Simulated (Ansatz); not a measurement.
**Polar AlN (0001) films against thickness**

At which thickness, if any, does a AlN (0001) film lose its gap?

Calculated with Ansatz 0.2.0; plane-wave DFT, PBE, Ansatz PAW.

### 1. The structure

The cell holds 2 atoms: 1 N and 1 Al. Cell: a = 3.110 Å, b = 3.110 Å, c = 18.588 Å, α = 90.0°, β = 90.0°, γ = 120.0°. It derives from AlN (wurtzite AlN). Vacuum lies along c.

### 2. Relaxing the film, 2 atoms, units 1

The structure is relaxed first, because levels and dipoles at a surface follow the positions of the outer atoms.

The input, input.yaml:

```yaml
crystal:
  lattice:
    - [3.11, 0.0, 0.0]
    - [-1.555, 2.69333901, 0.0]
    - [0.0, 0.0, 18.58764]
  atoms:
    - { symbol: "N", position: [0.66666667, 0.33333333, 0.4841927216] }
    - { symbol: Al, position: [0.33333333, 0.66666667, 0.5158072784] }
kpoints:
  mp_grid: { grid: [12, 12, 1] }
hamiltonian:
  xc: pbe
scf:
  occupations: { method: fermi_dirac, width: 0.03 }
  convergence: { dr2_threshold: 1.0e-09 }
efield:
  axis: 3
  dipole_correction: true
  ramp_position: 0.97
  ramp_width: 0.06
relax:
  f_tol: 0.01
  max_steps: 100
output:
  write_potential: true
  write_density: true
  volumetric_format: npy
```

The run is started by

```
$ ansatz run input.yaml --threads 4 --pin off --max-ram 6144MiB --backend cpu --events-out ev --progress --plain --runs-dir out
```

Numbers of over 12 decimals in the logs are rounded to 6 here.

Output:

```text
Engine: ansatz 0.2.0, aarch64-unknown-linux-gnu
Pseudopotentials: kind: paw
Pseudopotential: N, paw, valence charge 5, recommended cutoff 420 eV (normal), N.paw.azcp
Pseudopotential: Al, paw, valence charge 3, recommended cutoff 420 eV (normal), Al.paw.azcp
Functional definition: PBE
  parameter kappa = 0.804
  parameter beta = 0.066725
  exchange = pbe_x(kappa = kappa, mu = beta*pi^2/3)
  correlation = pbe_c(beta = beta)
Crystal: 2 atoms, lattice volume = 155.695 Å³
Basis set: ecut = 420 eV, 3027 PW (Γ), exchange–correlation on 48×48×250 points (8 copies of the dense FFT grid, shifted against one another)
Bands: 8, of which v1, the nominal top of the filled ones, is band 4 counted from 1 (3 counted from 0)
Symmetry: 6 space group operations
Space group: P3m1 (ITA 156), of the structure as read, at distance tolerance 5.4e-5 Å
k-points: 19 of 144 (time reversal used)
Non-local potential: N, projectors of the file, l = 0: 2, l = 1: 2, l = 2: 1
Non-local potential: Al, projectors of the file, l = 0: 2, l = 1: 2, l = 2: 1
PAW form: soft (Blöchl's): semilocal exchange-correlation on the pseudo side does not see the compensation charge
PAW one-centre angular grid: N, 110 points (default); XC on 64 Gauss nodes
PAW one-centre angular grid: Al, 110 points (default); XC on 64 Gauss nodes
Initial density: superposition of atomic densities (neutral atoms: chi_scale 0, normalization atom), corrected by the library's trained network
Initial wavefunctions: pseudopotential atomic-orbital guess
Functional: x = pbe(κ = 0.804, μ = 0.219515), c = pbe(β = 0.066725)
SCF iter   1: F=—  HF=-922.247069 eV  |F-HF|=—  |Δ(HF+E_count)|=         —  Δρ=3.95e-3  dr2=8.01e-2  ethr=1.77e-3  p=0.151 e·Å  D=1.76e-1 V/Å  ΔV_dip=-3.27 eV  dr2_dipole=8.81e-3  V_vac-E_F(+/−)=3.41/6.68 eV  ⟨swp⟩=8.0  Hψ=1506  notcnv=0
efield: sawtooth ramp at fractional position 0.9700 (set: `efield.ramp_position`, or a place that a band, a saddle search or an elastic batch's reference lends), width 0.0600; the density the first Hamiltonian is built on has a dipole p = 0.151 e·Å; the dipole correction subtracts the counter field D = 1.76e-1 V/Å, which shifts the + side's vacuum level by -3.27 eV against the − side's; the planar-averaged density in the ramp window peaks in size at 3.6e-6 e/Å³
preconditioner: auto → none  [insulator: Δε(μ)=1.637 eV  Ē_g=10.551 eV  σ=0.030 eV  W_gap=1.00  n_scr=8 (ndim 8)  ℏωp=8.4 eV  f_vac=0.734  D(μ)=0.00/eV (n_scr^D=0)  ε∞_Penn≈1.6]
SCF iter   2: F=—  HF=-922.296137 eV  |F-HF|=—  |Δ(HF+E_count)|=   4.91e-2  Δρ=8.91e-3  dr2=3.93e-1  ethr=1.00e-3  p=0.213 e·Å  D=2.47e-1 V/Å  ΔV_dip=-4.60 eV  dr2_dipole=5.90e-2  V_vac-E_F(+/−)=2.49/7.09 eV  ⟨swp⟩=3.1  Hψ=451  notcnv=0  recentre
SCF iter   3: F=—  HF=-922.235971 eV  |F-HF|=—  |Δ(HF+E_count)|=   6.02e-2  Δρ=7.78e-4  dr2=1.35e-3  ethr=1.00e-3  p=0.165 e·Å  D=1.92e-1 V/Å  ΔV_dip=-3.57 eV  dr2_dipole=8.14e-6  V_vac-E_F(+/−)=3.18/6.75 eV  ⟨swp⟩=3.1  Hψ=383  notcnv=0
SCF iter   4: F=—  HF=-922.236279 eV  |F-HF|=—  |Δ(HF+E_count)|=   3.08e-4  Δρ=1.69e-4  dr2=5.38e-5  ethr=1.69e-5  p=0.160 e·Å  D=1.86e-1 V/Å  ΔV_dip=-3.47 eV  dr2_dipole=4.16e-6  V_vac-E_F(+/−)=3.15/6.62 eV  ⟨swp⟩=3.1  Hψ=294  notcnv=0
SCF iter   5: F=—  HF=-922.236347 eV  |F-HF|=—  |Δ(HF+E_count)|=   6.82e-5  Δρ=5.05e-5  dr2=1.06e-5  ethr=6.72e-7  p=0.159 e·Å  D=1.85e-1 V/Å  ΔV_dip=-3.43 eV  dr2_dipole=1.39e-6  V_vac-E_F(+/−)=3.16/6.60 eV  ⟨swp⟩=2.1  Hψ=294  notcnv=0
SCF iter   6: F=—  HF=-922.236346 eV  |F-HF|=—  |Δ(HF+E_count)|=   9.45e-7  Δρ=1.73e-5  dr2=1.20e-6  ethr=1.33e-7  p=0.158 e·Å  D=1.84e-1 V/Å  ΔV_dip=-3.42 eV  dr2_dipole=1.99e-7  V_vac-E_F(+/−)=3.18/6.60 eV  ⟨swp⟩=1.9  Hψ=215  notcnv=0
SCF iter   7: F=—  HF=-922.236325 eV  |F-HF|=—  |Δ(HF+E_count)|=   2.10e-5  Δρ=2.39e-6  dr2=3.07e-8  ethr=1.51e-8  p=0.159 e·Å  D=1.84e-1 V/Å  ΔV_dip=-3.42 eV  dr2_dipole=5.94e-9  V_vac-E_F(+/−)=3.17/6.60 eV  ⟨swp⟩=2.6  Hψ=244  notcnv=0
SCF iter   8: F=-922.236325 eV  HF=-922.236325 eV  |F-HF|=1.72e-10  |Δ(HF+E_count)|=   6.91e-9  Δρ=4.07e-7  dr2=4.30e-10  ethr=1.25e-11  p=0.159 e·Å  D=1.84e-1 V/Å  ΔV_dip=-3.43 eV  dr2_dipole=1.54e-11  V_vac-E_F(+/−)=3.17/6.60 eV  ⟨swp⟩=7.1  Hψ=905  notcnv=0
SCF 1 converged in 8 iterations: F = -922.236325 eV  dr2 = 4.30e-10
  greatest PAW one-centre occupation: 0.808 electrons in one spin orbital (limit 2), on the N atom at site 0 (counted from 0), in its partial waves of l = 0
relax step   1: F+E_penalty+E_count = -922.23632539 eV  Δ(F+E_penalty+E_count) = +0.000e0 eV  max|allowed force component| = 3.476e0 eV/Å  Δτ_max = 0.0000 Å  (8 SCF iters, accepted)
Initial density: handed on by an earlier stage of this run
Initial wavefunctions: those handed on with the density
iter 1 solved again at ethr=2.98e-3 eV; its pass at ethr=3.10e-3 eV (dr2=2.38e-1 eV) is discarded
SCF iter   1: F=—  HF=-922.949737 eV  |F-HF|=—  |Δ(HF+E_count)|=         —  Δρ=1.17e-2  dr2=2.39e-1  ethr=2.98e-3  p=0.159 e·Å  D=1.84e-1 V/Å  ΔV_dip=-3.43 eV  dr2_dipole=6.59e-3  V_vac-E_F(+/−)=3.24/6.66 eV  ⟨swp⟩=1.0  Hψ=1357  notcnv=0
efield: sawtooth ramp at fractional position 0.9700 (set: `efield.ramp_position`, or a place that a band, a saddle search or an elastic batch's reference lends), width 0.0600; the density the first Hamiltonian is built on has a dipole p = 0.159 e·Å; the dipole correction subtracts the counter field D = 1.84e-1 V/Å, which shifts the + side's vacuum level by -3.43 eV against the − side's; the planar-averaged density in the ramp window peaks in size at 2.9e-7 e/Å³
preconditioner: auto → none  [insulator: Δε(μ)=2.236 eV  Ē_g=11.245 eV  σ=0.030 eV  W_gap=1.00  n_scr=8 (ndim 8)  ℏωp=8.4 eV  f_vac=0.734  D(μ)=0.00/eV (n_scr^D=0)  ε∞_Penn≈1.6]
SCF iter   2: F=—  HF=-922.878623 eV  |F-HF|=—  |Δ(HF+E_count)|=   7.11e-2  Δρ=4.75e-3  dr2=2.51e-2  ethr=2.98e-3  p=0.105 e·Å  D=1.22e-1 V/Å  ΔV_dip=-2.28 eV  dr2_dipole=1.32e-6  V_vac-E_F(+/−)=3.17/5.44 eV  ⟨swp⟩=3.1  Hψ=353  notcnv=0
SCF iter   3: F=—  HF=-922.873414 eV  |F-HF|=—  |Δ(HF+E_count)|=   5.21e-3  Δρ=1.71e-3  dr2=5.20e-3  ethr=3.13e-4  p=0.106 e·Å  D=1.23e-1 V/Å  ΔV_dip=-2.29 eV  dr2_dipole=5.02e-4  V_vac-E_F(+/−)=3.31/5.60 eV  ⟨swp⟩=2.2  Hψ=319  notcnv=0
SCF iter   4: F=—  HF=-922.873083 eV  |F-HF|=—  |Δ(HF+E_count)|=   3.31e-4  Δρ=1.18e-3  dr2=1.40e-3  ethr=6.50e-5  p=0.115 e·Å  D=1.34e-1 V/Å  ΔV_dip=-2.48 eV  dr2_dipole=1.38e-4  V_vac-E_F(+/−)=3.19/5.67 eV  ⟨swp⟩=2.8  Hψ=312  notcnv=0
[...]
preconditioner: auto → none  [insulator: Δε(μ)=3.117 eV  Ē_g=11.730 eV  σ=0.030 eV  W_gap=1.00  n_scr=8 (ndim 8)  ℏωp=8.4 eV  f_vac=0.741  D(μ)=0.00/eV (n_scr^D=0)  ε∞_Penn≈1.5]
SCF iter   2: F=—  HF=-923.313268 eV  |F-HF|=—  |Δ(HF+E_count)|=   1.29e-1  Δρ=8.01e-3  dr2=3.15e-1  ethr=3.10e-3  p=-0.084 e·Å  D=-9.77e-2 V/Å  ΔV_dip=1.82 eV  dr2_dipole=4.66e-2  V_vac-E_F(+/−)=4.68/2.87 eV  ⟨swp⟩=3.8  Hψ=536  notcnv=0
SCF iter   3: F=—  HF=-923.227999 eV  |F-HF|=—  |Δ(HF+E_count)|=   8.53e-2  Δρ=2.25e-3  dr2=3.86e-3  ethr=3.10e-3  p=-0.000 e·Å  D=-2.17e-4 V/Å  ΔV_dip=0.00 eV  dr2_dipole=1.40e-4  V_vac-E_F(+/−)=3.89/3.89 eV  ⟨swp⟩=2.7  Hψ=552  notcnv=0
SCF iter   4: F=—  HF=-923.228864 eV  |F-HF|=—  |Δ(HF+E_count)|=   8.65e-4  Δρ=6.31e-4  dr2=4.93e-4  ethr=4.82e-5  p=-0.008 e·Å  D=-9.33e-3 V/Å  ΔV_dip=0.17 eV  dr2_dipole=6.16e-6  V_vac-E_F(+/−)=3.90/3.73 eV  ⟨swp⟩=2.9  Hψ=323  notcnv=0
SCF iter   5: F=—  HF=-923.228949 eV  |F-HF|=—  |Δ(HF+E_count)|=   8.46e-5  Δρ=2.84e-4  dr2=1.57e-4  ethr=6.17e-6  p=-0.009 e·Å  D=-1.02e-2 V/Å  ΔV_dip=0.19 eV  dr2_dipole=8.48e-6  V_vac-E_F(+/−)=3.93/3.74 eV  ⟨swp⟩=2.3  Hψ=292  notcnv=0
SCF iter   6: F=—  HF=-923.228921 eV  |F-HF|=—  |Δ(HF+E_count)|=   2.72e-5  Δρ=6.06e-5  dr2=4.74e-6  ethr=1.97e-6  p=-0.008 e·Å  D=-9.01e-3 V/Å  ΔV_dip=0.17 eV  dr2_dipole=6.51e-11  V_vac-E_F(+/−)=3.91/3.75 eV  ⟨swp⟩=2.3  Hψ=223  notcnv=0
SCF iter   7: F=—  HF=-923.228821 eV  |F-HF|=—  |Δ(HF+E_count)|=   9.99e-5  Δρ=7.71e-6  dr2=1.57e-7  ethr=5.93e-8  p=-0.008 e·Å  D=-9.03e-3 V/Å  ΔV_dip=0.17 eV  dr2_dipole=1.26e-8  V_vac-E_F(+/−)=3.92/3.75 eV  ⟨swp⟩=2.1  Hψ=216  notcnv=0
SCF iter   8: F=—  HF=-923.228797 eV  |F-HF|=—  |Δ(HF+E_count)|=   2.40e-5  Δρ=1.03e-6  dr2=3.85e-9  ethr=1.96e-9  p=-0.008 e·Å  D=-9.08e-3 V/Å  ΔV_dip=0.17 eV  dr2_dipole=5.04e-10  V_vac-E_F(+/−)=3.92/3.75 eV  ⟨swp⟩=2.2  Hψ=219  notcnv=0
SCF iter   9: F=-923.228797 eV  HF=-923.228797 eV  |F-HF|=1.19e-11  |Δ(HF+E_count)|=  2.20e-10  Δρ=2.07e-7  dr2=6.84e-11  ethr=1.25e-11  p=-0.008 e·Å  D=-9.07e-3 V/Å  ΔV_dip=0.17 eV  dr2_dipole=2.72e-12  V_vac-E_F(+/−)=3.92/3.75 eV  ⟨swp⟩=8.2  Hψ=723  notcnv=0
SCF 3 converged in 9 iterations: F = -923.228797 eV  dr2 = 6.84e-11
  greatest PAW one-centre occupation: 0.791 electrons in one spin orbital (limit 2), on the N atom at site 0 (counted from 0), in its partial waves of l = 0
relax step   3: F+E_penalty+E_count = -923.22879741 eV  Δ(F+E_penalty+E_count) = -3.557e-1 eV  max|allowed force component| = 1.266e-1 eV/Å  Δτ_max = 0.1884 Å  (9 SCF iters, accepted)
SCF iter   1: F=—  HF=-923.231073 eV  |F-HF|=—  |Δ(HF+E_count)|=         —  Δρ=6.15e-4  dr2=2.39e-3  ethr=2.98e-4  p=-0.008 e·Å  D=-9.07e-3 V/Å  ΔV_dip=0.17 eV  dr2_dipole=4.03e-4  V_vac-E_F(+/−)=3.92/3.75 eV  ⟨swp⟩=2.9  Hψ=605  notcnv=0
efield: sawtooth ramp at fractional position 0.9700 (set: `efield.ramp_position`, or a place that a band, a saddle search or an elastic batch's reference lends), width 0.0600; the density the first Hamiltonian is built on has a dipole p = -0.008 e·Å; the dipole correction subtracts the counter field D = -9.07e-3 V/Å, which shifts the + side's vacuum level by +0.17 eV against the − side's; the planar-averaged density in the ramp window peaks in size at 1.2e-7 e/Å³
preconditioner: auto → none  [insulator: Δε(μ)=2.954 eV  Ē_g=11.529 eV  σ=0.030 eV  W_gap=1.00  n_scr=8 (ndim 8)  ℏωp=8.4 eV  f_vac=0.744  D(μ)=0.00/eV (n_scr^D=0)  ε∞_Penn≈1.5]
SCF iter   2: F=—  HF=-923.230674 eV  |F-HF|=—  |Δ(HF+E_count)|=   4.00e-4  Δρ=3.49e-4  dr2=1.16e-3  ethr=2.99e-5  p=0.005 e·Å  D=6.22e-3 V/Å  ΔV_dip=-0.12 eV  dr2_dipole=2.10e-4  V_vac-E_F(+/−)=3.77/3.89 eV  ⟨swp⟩=2.8  Hψ=441  notcnv=0
SCF iter   3: F=—  HF=-923.230330 eV  |F-HF|=—  |Δ(HF+E_count)|=   3.44e-4  Δρ=1.43e-4  dr2=1.26e-5  ethr=1.45e-5  p=-0.000 e·Å  D=-2.99e-4 V/Å  ΔV_dip=0.01 eV  dr2_dipole=4.39e-8  V_vac-E_F(+/−)=3.83/3.83 eV  ⟨swp⟩=2.4  Hψ=252  notcnv=0
SCF iter   4: F=—  HF=-923.230231 eV  |F-HF|=—  |Δ(HF+E_count)|=   9.93e-5  Δρ=1.68e-5  dr2=2.89e-7  ethr=1.57e-7  p=-0.000 e·Å  D=-1.52e-4 V/Å  ΔV_dip=0.00 eV  dr2_dipole=4.16e-9  V_vac-E_F(+/−)=3.83/3.83 eV  ⟨swp⟩=2.0  Hψ=214  notcnv=0
SCF iter   5: F=—  HF=-923.230207 eV  |F-HF|=—  |Δ(HF+E_count)|=   2.33e-5  Δρ=1.15e-5  dr2=2.26e-7  ethr=3.62e-9  p=-0.000 e·Å  D=-5.42e-5 V/Å  ΔV_dip=0.00 eV  dr2_dipole=2.38e-10  V_vac-E_F(+/−)=3.83/3.83 eV  ⟨swp⟩=2.0  Hψ=228  notcnv=0
SCF iter   6: F=—  HF=-923.230207 eV  |F-HF|=—  |Δ(HF+E_count)|=   5.40e-8  Δρ=3.46e-6  dr2=1.79e-8  ethr=2.83e-9  p=-0.000 e·Å  D=-5.38e-5 V/Å  ΔV_dip=0.00 eV  dr2_dipole=9.65e-11  V_vac-E_F(+/−)=3.83/3.83 eV  ⟨swp⟩=2.0  Hψ=210  notcnv=0
SCF iter   7: F=-923.230207 eV  HF=-923.230207 eV  |F-HF|=2.21e-10  |Δ(HF+E_count)|=   3.74e-9  Δρ=6.20e-7  dr2=3.97e-10  ethr=1.25e-11  p=-0.000 e·Å  D=-5.12e-5 V/Å  ΔV_dip=0.00 eV  dr2_dipole=1.87e-12  V_vac-E_F(+/−)=3.83/3.83 eV  ⟨swp⟩=6.1  Hψ=822  notcnv=0
SCF 4 converged in 7 iterations: F = -923.230207 eV  dr2 = 3.97e-10
relax step   4: F+E_penalty+E_count = -923.23020737 eV  Δ(F+E_penalty+E_count) = -1.410e-3 eV  max|allowed force component| = 7.291e-4 eV/Å  Δτ_max = 0.0111 Å  (7 SCF iters, accepted)
NSCF: frozen V_eff on 19 k-points
the band table was solved once a step of the walk had ended and its energy, with any forces and stress, was formed, with the checks that follow a solve (1676 applications of the Hamiltonian). They found nothing against the state; the energy, forces and stress were not computed again (output.eigenvalues in the input reference)
SCF converged after 7 iterations
Free energy (F): -923.230207 eV
Harris-Foulkes:  -923.230207 eV  (|F-HF|=2.21e-10)
Internal energy: -923.230207 eV  (E = F + TS)
E sigma→0 (E₀):  -923.230207 eV
Fermi energy:    -2.171677 eV
Dipole field:    D = -0.000049 V/Å  (p = -0.000042 e·Å, saw-weighted, corrected)
Work function:   Φ+ = 3.8323 eV   Φ− = 3.8313 eV
Levels:          The Fermi level and band energies are counted from a zero that moves with the ramp; work functions are not
--- Per-component energies (eV) ---
  E_band       = -67.089399
  E_kinetic    = 156.352339
  E_local      = -1993.940093  (includes V_loc(G=0)·N_el)
  E_nonlocal   = 56.142195
  E_hartree    = 921.709591
  E_xc         = -100.236100
  E_vxc        = -105.681438  (∫ρ·V_xc dr)
  E_paw        = -595.289417  (= ΣΔE_a)
  E_vpaw       = -23.381718  (= ΣTr[D̂ρ^β])
  E_aug_tail   = 0.000095  (compensation charges beyond the density's cutoff)
  E_efield     = 0.000000  (sawtooth field / dipole correction)
  E_vefield    = 0.000000  (∫n·V_field dr)
  E_ewald      = 632.031183
  E_smearing   = -0.000000  (= −TS)
  E_closure    = 0.000000  (closes the sum)
  Σ components = -923.230207   (vs F -923.230207, Δ=0.00e0)
--- Forces (eV/Å), atoms counted from 1 ---
  atom   1  N      0.00000000     0.00000000    -0.00075331
  atom   2  Al    -0.00000000    -0.00000000     0.00070493
  max |Σ_I F_I| component: 4.84e-5 eV/Å
--- Band table (eV; the first three rows and the last of 19) ---
  k-point 0: bands = ["-17.3768", "-5.9439", "-4.3592", "-4.3592", "-0.7092", "1.2306", "1.6670", "2.5986"]
  k-point 1: bands = ["-17.3011", "-5.8478", "-4.7415", "-4.4148", "-0.4526", "1.3442", "1.8226", "2.7779"]
  k-point 2: bands = ["-17.0842", "-5.6250", "-5.5683", "-4.5614", "0.1404", "1.6599", "2.2731", "3.1742"]
  k-point 18: bands = ["-15.7699", "-7.4781", "-7.2819", "-3.6623", "2.4460", "4.5274", "4.6777", "5.5646"]
--- Relaxed structure (4 steps of the walk, 4 accepted, 0 SCFs on fresh bases) ---
  F+E_penalty+E_count = -923.23020737 eV   max|allowed force component| = 7.291e-4 eV/Å
  atoms:
    - { symbol: N, position: [0.666667, 0.333333, 0.500003] }
    - { symbol: Al, position: [0.333333, 0.666667, 0.499997] }
```

Wall time 4.9 s (4 threads of Arm Neoverse N1, shared host); peak memory 0.39 GiB.

The steps of the relaxation:

```tsv
step	energy less that of the first step (eV)	largest force component (eV/Å)
1	0.0000	3.4762
2	-0.6368	2.0211
3	-0.9925	0.1266
4	-0.9939	0.0007
```

Forces are held to the 6 operations that the run works with; a distortion that breaks them can't arise in this run.

The atoms that moved most (Å):

```tsv
atom	dx	dy	dz	length
N1	0.000	0.000	0.294	0.294
Al2	0.000	0.000	-0.294	0.294
```

Final coordinates:

```
N Al
1.0
     3.11000    0.00000    0.00000
    -1.55500    2.69334    0.00000
     0.00000    0.00000   18.58764
N Al
1 1
Direct
  0.66667 0.33333 0.50000
  0.33333 0.66667 0.50000
```

This step gave:

```
gap on the k-mesh             : 2.953 eV
dipole along the normal       : -4.23e-5 e·Å
ionisation energy, upper face : 5.323 eV
electron affinity, upper face : 2.370 eV
```

Running mean over 2.49 Å of the planar mean; the ramp of the sawtooth is left out. The electron's electrostatic potential energy less the Fermi level by z:

z (Å), electron's electrostatic potential energy less the Fermi level (eV) and a bar from the least value:
```
     2.83       3.83 ##############################
     3.27       3.83 ##############################
     3.72       3.83 ##############################
     4.16       3.83 ##############################
     4.61       3.83 ##############################
     5.06       3.83 ##############################
     5.50       3.83 ##############################
     5.95       3.81 ##############################
     6.39       3.77 ##############################
     6.84       3.60 #############################
     7.29       3.03 ###########################
     7.73       1.30 #####################
     8.18      -1.53 ###########
     8.62      -3.82 ###
     9.07      -4.70 
     9.52      -4.70 
     9.96      -3.82 ###
    10.41      -1.52 ###########
    10.86       1.30 #####################
    11.30       3.03 ###########################
    11.75       3.60 #############################
    12.19       3.77 ##############################
    12.64       3.81 ##############################
    13.09       3.83 ##############################
    13.53       3.83 ##############################
    13.98       3.83 ##############################
    14.42       3.83 ##############################
    14.87       3.83 ##############################
    15.32       3.83 ##############################
    15.76       3.83 ##############################
```

The relaxation took 4 steps and lowered the energy by 0.99 eV; the largest force on the free atoms ends at 7.3e-4 eV/Å.

The gap is 2.95 eV, with the valence edge 5.32 eV and the conduction edge 2.37 eV under the upper vacuum level.

(Continued in part 2 of 5.)

[Logs are printed without paths, hosts, clocks, repeated set-up lines and the standing remarks that a program may print on its own settings, such as how far it seeks lower states.]

[Hosts, paths, dates, database ids (printed as entryN), source tags and the programs' standing remarks are cut or masked in the printed files.]

[Maps of the electrostatic potential energy from Ansatz leave out the sawtooth potential of an applied field or a dipole correction, so their vacuum need not be flat; planar profiles and work functions include it.]
